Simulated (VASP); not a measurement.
Wanted: the native input for a VASP 6.6.1 run.

```
Task                   : relaxation of cell and atoms
Functional             : PBE
Potentials or basis    : VASP PAW PBE potentials, release 64 (Ru_pv)
Cutoff                 : 600 eV
k mesh                 : 10 × 10 × 10
Occupations            : fermi-dirac, width 0.03 eV
Spin                   : no spin polarisation
Dipole correction      : no
Further INCAR settings : ALGO = Fast; EDIFF = 1e-06; IBRION = 2; EDIFFG = -0.005; NSW = 100; ISIF = 3
```

The structure of Ru lies in POSCAR:

```
Ru
1.0
    0.0000000000      2.9564995863      2.9564995863
    2.9564995863      0.0000000000      2.9564995863
    2.9564995863      2.9564995863      0.0000000000
Ru
2
Direct
    0.0000000000      0.0000000000      0.0000000000
    0.2500000000      0.2500000000      0.2500000000
```

This isn't the form of Ru at room conditions, which is hcp.

The cell isn't the ideal one: cell and atoms relaxed from a first guess.

The input as run:

INCAR

```
  PREC = Accurate
  ENCUT = 600
  EDIFF = 1E-6
  ISMEAR = -1
  SIGMA = 0.03
  LREAL = F
  LASPH = T
  NELM = 100
  ALGO = Fast
  ISIF = 3
  LWAVE = F
  LCHARG = F
  GGA = PE
  IBRION = 2
  NSW = 100
  EDIFFG = -0.005
```

KPOINTS

```
Automatic mesh
0
Gamma
  10 10 10
```

Potentials or basis: VASP PAW PBE potentials, release 64 (Ru_pv).

Command:

```bash
$ cat potpaw_PBE.64/Ru_pv/POTCAR > POTCAR
$ mpirun -np 1 vasp_std > vasp.out
```

It gave:

The relaxed volume is 20.32 Å³/atom and the relaxed cell is a = 3.859 Å, b = 3.859 Å, c = 3.859 Å, α = 60.00°, β = 60.00°, γ = 60.00°. The space group after relaxing (to 0.05 Å) is Fd-3m (No. 227). The energy gained by relaxing is 482.6 meV/atom and the ionic steps are 7. The pressure after relaxing is 0.0 GPa. The band gap on the k mesh is none (metal or under the smearing width).

Caveat: the volume moved by over 15 % at a fixed basis, so the end points are rough.

Wall time 2.2 min on 1 thread of Intel(R) Xeon(R) Platinum 8559C (Emerald Rapids), on a shared host, peak memory 0.24 GiB.
